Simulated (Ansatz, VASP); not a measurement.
# Two plane-wave programs on RbBr

```
Rb Br
1.0
     3.83031    0.00000    0.00000
     0.00000    3.83031    0.00000
     0.00000    0.00000    3.83031
Rb Br
1 1
Direct
  0.00000 0.00000 0.00000
  0.50000 0.50000 0.50000
```

Change from the starting cell: volume scaled by 0.8, PAW files.

Alike in both runs: task electric field gradients; functional PBEsol; k mesh 7 × 7 × 7; occupations fermi-dirac, width 0.03 eV; no spin polarisation.

```csv
,VASP,Ansatz
version,VASP 6.6.1,Ansatz 0.2.0
potentials or method,"VASP PAW PBE potentials, release 64 (Rb_sv, Br)","PAW with Ansatz's default frozen-core files, scalar-relativistic"
plane-wave cutoff (eV),520,420
valence electrons in the cell,16,16
```

|  | VASP | Ansatz | Ansatz less VASP |
| --- | --- | --- | --- |
| gap on the k mesh at the Fermi level (eV) | 4.84 | 4.85 | +0.005 |
| pressure (GPa) | 5.1 | 5.0 | -0.12 |
| Vzz of the field gradient on the site that differs most (V/Å²) | 0.0 | 0.0 | 0.00 |

The functional is the same, so the differences come from potentials, cutoffs and numerics. Ansatz warned: «gradients_without_spin_orbit».

Caveats: the PAW data sets were made with another functional, which shifts forces and pressure a little (VASP); an odd mesh through Γ misses points on the zone boundary, where band edges often lie.
